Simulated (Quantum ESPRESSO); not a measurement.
# Hf (P1) in Quantum ESPRESSO: single point with PBE

Aim: the single point of Hf with PBE.

All numbers are computed with Quantum ESPRESSO 7.5; they aren't measurements. Logs are shortened: lines on timing, memory, paths and dates and some standing lists are left out, and cuts for length are marked.

## (1) The structure

The typed cell holds 4 atoms: a = 3.186 Å, b = 5.053 Å, c = 5.605 Å, α = 88.43°, β = 88.97°, γ = 89.79°.

## (2) Single point, PBE

Input file run.py:

```python
import numpy as np
from ase.calculators.espresso import Espresso, EspressoProfile
import spglib
from ase import Atoms
from ase.io import read

atoms = read('Hf.cif')
cell, pos, num = spglib.standardize_cell((atoms.cell[:], atoms.get_scaled_positions(), atoms.numbers), to_primitive=True, symprec=1e-4)
atoms = Atoms(numbers=num, cell=cell, scaled_positions=pos, pbc=True)

input_data = {
    'control': {'calculation': 'scf', 'prefix': 'pwscf', 'outdir': './tmp', 'tprnfor': True, 'tstress': True, 'disk_io': 'nowf'},
    'system': {'ecutwfc': 60.0, 'nbnd': 33, 'occupations': 'smearing', 'smearing': 'fd', 'degauss': 0.00367493},
    'electrons': {'conv_thr': 8e-10, 'electron_maxstep': 120, 'mixing_beta': 0.5},
}
pseudopotentials = {'Hf': 'Hf-sp.oncvpsp.upf'}
profile = EspressoProfile(command='pw.x', pseudo_dir='pseudo')
dft = Espresso(profile=profile, input_data=input_data, pseudopotentials=pseudopotentials, kpts=(8, 5, 5), koffset=(0, 0, 0))
atoms.calc = dft

print(f'energy {atoms.get_potential_energy():.8f} eV')
print('forces (eV/A)')
print(np.round(atoms.get_forces(), 6))
print('stress (eV/A^3, Voigt)')
print(np.round(atoms.get_stress(), 8))
print(f'Fermi level {dft.get_fermi_level():.4f} eV')
```

Input file Hf.cif:

```cif
data_Hf
_cell_length_a 3.18582806
_cell_length_b 5.05270043
_cell_length_c 5.60488220
_cell_angle_alpha 88.42789804
_cell_angle_beta 88.97132654
_cell_angle_gamma 89.78616824
_space_group_name_H-M_alt 'P1'
_space_group_name_Hall 'P 1'
_space_group_IT_number 1
loop_
_space_group_symop_operation_xyz
'x,y,z'
loop_
_atom_site_label
_atom_site_type_symbol
_atom_site_symmetry_multiplicity
_atom_site_Wyckoff_symbol
_atom_site_fract_x
_atom_site_fract_y
_atom_site_fract_z
_atom_site_occupancy
Hf1 Hf 1 a 0.4557836800 0.7382144100 0.1466375300 1
Hf2 Hf 1 a 0.9847450100 0.7126503700 0.6701474700 1
Hf3 Hf 1 a 0.1412690700 0.2361438900 0.3737340300 1
Hf4 Hf 1 a 0.4182022500 0.3129913300 0.8094809800 1
```

Potentials or basis: SSSP 1.3 efficiency PBE.

Command:

```bash
$ OMP_NUM_THREADS=1 python run.py
```

Log:

```text
energy -6138.44586624 eV
forces (eV/A)
[[ 1.076766  0.112681  0.681219]
 [-1.438668  4.296331 -2.074247]
 [-1.319167 -0.274966 -1.943378]
 [ 1.68107  -4.134047  3.336406]]
stress (eV/A^3, Voigt)
[-0.02702781 -0.07555703 -0.03614787  0.01659662 -0.0166361   0.01179557]
Fermi level 14.2080 eV
```

espresso.pwi:

```text
&CONTROL
   calculation      = 'scf'
   tstress          = .true.
   tprnfor          = .true.
   outdir           = './tmp'
   prefix           = 'pwscf'
   disk_io          = 'nowf'
   pseudo_dir       = 'pseudo'
/
&SYSTEM
   nbnd             = 33
   ecutwfc          = 60.0
   occupations      = 'smearing'
   degauss          = 0.00367493
   smearing         = 'fd'
   ntyp             = 1
   nat              = 4
   ibrav            = 0
/
&ELECTRONS
   electron_maxstep = 120
   conv_thr         = 8e-10
   mixing_beta      = 0.5
/
&IONS
/
&CELL
/
&FCP
/
&RISM
/
ATOMIC_SPECIES
Hf 178.49 Hf-sp.oncvpsp.upf

K_POINTS automatic
8 5 5  0 0 0

CELL_PARAMETERS angstrom
3.18582806000000 0.00000000000000 0.00000000000000
0.01885697911417 5.05266524219257 0.00000000000000
0.10062318508945 0.15339498994607 5.60187909790623

ATOMIC_POSITIONS angstrom
Hf 1.4807240661 3.7524437531 0.8214457143  
Hf 3.2180990909 3.7035810188 3.7540851047  
Hf 0.4921182361 1.2504849529 2.0936128508  
Hf 1.4196750883 1.7056107410 4.5346145820
```

espresso.pwo:

```text
This program is part of the open-source Quantum ESPRESSO suite
     for quantum simulation of materials; please cite
         "P. Giannozzi et al., J. Phys.:Condens. Matter 21 395502 (2009);
         "P. Giannozzi et al., J. Phys.:Condens. Matter 29 465901 (2017);
         "P. Giannozzi et al., J. Chem. Phys. 152 154105 (2020);
     in publications or presentations arising from this work. More details at

Warning: card &CELL ignored
Warning: card &FCP ignored
Warning: card &RISM ignored

     G-vector sticks info
     --------------------
     sticks:   dense  smooth     PW     G-vecs:    dense   smooth      PW
     Sum        1091    1091    319                38199    38199    6017

     Using Slab Decomposition

     bravais-lattice index     =            0
     lattice parameter (alat)  =       6.0203  a.u.
     unit-cell volume          =     608.5177 (a.u.)^3
     number of atoms/cell      =            4
     number of atomic types    =            1
     number of electrons       =        48.00
     number of Kohn-Sham states=           33
     kinetic-energy cutoff     =      60.0000  Ry
     charge density cutoff     =     240.0000  Ry
     scf convergence threshold =      8.0E-10
     mixing beta               =       0.5000
     number of iterations used =            8  plain     mixing
     Exchange-correlation= PBE
                           (   1   4   3   4   0   0   0)

     celldm(1)=   6.020343  celldm(2)=   0.000000  celldm(3)=   0.000000
     celldm(4)=   0.000000  celldm(5)=   0.000000  celldm(6)=   0.000000

     crystal axes: (cart. coord. in units of alat)
               a(1) = (   1.000000   0.000000   0.000000 )
               a(2) = (   0.005919   1.585982   0.000000 )
               a(3) = (   0.031585   0.048149   1.758375 )

     reciprocal axes: (cart. coord. in units 2 pi/alat)
               b(1) = (  1.000000 -0.003732 -0.017860 )
               b(2) = (  0.000000  0.630524 -0.017266 )
               b(3) = (  0.000000  0.000000  0.568707 )

     PseudoPot. # 1 for Hf read from file:
     Hf-sp.oncvpsp.upf
     Pseudo is Norm-conserving + core correction, Zval = 12.0
     Generated using ONCVPSP code by D. R. Hamann
     Using radial grid of 1656 points,  8 beta functions with:
                l(1) =   0
                l(2) =   0
                l(3) =   1
                l(4) =   1
                l(5) =   2
                l(6) =   2
                l(7) =   3
                l(8) =   3

     atomic species   valence    mass     pseudopotential
     Hf               12.00   178.49000     Hf( 1.00)

     No symmetry found

   Cartesian axes

     site n.     atom                  positions (alat units)
         1        Hf     tau(   1) = (   0.4647847   1.1778551   0.2578437  )
         2        Hf     tau(   2) = (   1.0101296   1.1625175   1.1783703  )
         3        Hf     tau(   3) = (   0.1544711   0.3925149   0.6571644  )
         4        Hf     tau(   4) = (   0.4456220   0.5353744   1.4233708  )

     number of k points=   101  Fermi-Dirac smearing, width (Ry)=  0.0037

     Number of k-points >= 100: set verbosity='high' to print them.

     Dense  grid:    38199 G-vectors     FFT dimensions: (  30,  48,  54)

     Initial potential from superposition of free atoms

     starting charge      47.9926, renormalised to      48.0000
     Starting wfcs are   40 randomized atomic wfcs

     Self-consistent Calculation

     iteration #  1     ecut=    60.00 Ry     beta= 0.50
     Davidson diagonalization with overlap
     ethr =  1.00E-02,  avg # of iterations =  2.4

     Threshold (ethr) on eigenvalues was too large:
     Diagonalizing with lowered threshold

     Davidson diagonalization with overlap
     ethr =  8.56E-04,  avg # of iterations =  1.6

     total energy              =    -450.96901909 Ry
     estimated scf accuracy    <       0.42275029 Ry

     iteration #  2     ecut=    60.00 Ry     beta= 0.50
     Davidson diagonalization with overlap
     ethr =  8.81E-04,  avg # of iterations =  5.2
[... 25 lines left out ...]
     iteration #  6     ecut=    60.00 Ry     beta= 0.50
     Davidson diagonalization with overlap
     ethr =  2.73E-05,  avg # of iterations =  1.1

     total energy              =    -451.16721190 Ry
     estimated scf accuracy    <       0.00121073 Ry

     iteration #  7     ecut=    60.00 Ry     beta= 0.50
     Davidson diagonalization with overlap
     c_bands:  1 eigenvalues not converged
     ethr =  2.52E-06,  avg # of iterations =  7.3

     total energy              =    -451.16742141 Ry
     estimated scf accuracy    <       0.00038626 Ry

     iteration #  8     ecut=    60.00 Ry     beta= 0.50
     Davidson diagonalization with overlap
     ethr =  8.05E-07,  avg # of iterations =  2.0

     total energy              =    -451.16748273 Ry
     estimated scf accuracy    <       0.00003322 Ry
[... 26 lines left out ...]
     total energy              =    -451.16748906 Ry
     estimated scf accuracy    <          8.8E-09 Ry

     iteration # 13     ecut=    60.00 Ry     beta= 0.50
     Davidson diagonalization with overlap
     ethr =  1.84E-11,  avg # of iterations =  2.0

     End of self-consistent calculation

     Number of k-points >= 100: set verbosity='high' to print the bands.

     the Fermi energy is    14.2080 ev

!    total energy              =    -451.16748906 Ry
     estimated scf accuracy    <          4.3E-10 Ry
     smearing contrib. (-TS)   =      -0.00278689 Ry
     internal energy E=F+TS    =    -451.16470217 Ry

     The total energy is F=E-TS. E is the sum of the following terms:
     one-electron contribution =     -94.98302761 Ry
     hartree contribution      =      63.17302894 Ry
     xc contribution           =    -114.21257041 Ry
     ewald contribution        =    -305.14213309 Ry

     convergence has been achieved in  13 iterations

     Forces acting on atoms (cartesian axes, Ry/au):

     atom    1 type  1   force =     0.04187955    0.00438261    0.02649521
     atom    2 type  1   force =    -0.05595530    0.16710068   -0.08067538
     atom    3 type  1   force =    -0.05130745   -0.01069446   -0.07558537
     atom    4 type  1   force =     0.06538320   -0.16078884    0.12976555

     Total force =     0.308973     Total SCF correction =     0.000054

     Computing stress (Cartesian axis) and pressure

          total   stress  (Ry/bohr**3)                   (kbar)     P=       74.09
   0.00029437  -0.00012847   0.00018119           43.30      -18.90       26.65
  -0.00012847   0.00082292  -0.00018076          -18.90      121.06      -26.59
   0.00018119  -0.00018076   0.00039370           26.65      -26.59       57.91

=------------------------------------------------------------------------------=
   JOB DONE.
=------------------------------------------------------------------------------=
```

It took 3.1 min on 1 thread of Intel Xeon 6975P-C (Granite Rapids), shared host; peak memory 0.33 GiB.

Results:

* Free energy: -6138.4464 eV
* Pressure: 7.4 GPa
* Largest force: 5.572 eV/Å
* Band gap on the k mesh: none (metal or under the smearing width)

Forces in eV/Å, atoms in the order of the input:
```
Hf   1.077  0.113  0.681
Hf  -1.439  4.296 -2.074
Hf  -1.319 -0.275 -1.943
Hf   1.681 -4.134  3.336
```

Stress tensor (GPa, compression positive):
```
 4.33 -1.89  2.67
-1.89 12.11 -2.66
 2.67 -2.66  5.79
```

Caveat: forces of over 1 eV/Å show positions far from the minimum, so gaps and moduli don't describe the material at rest.
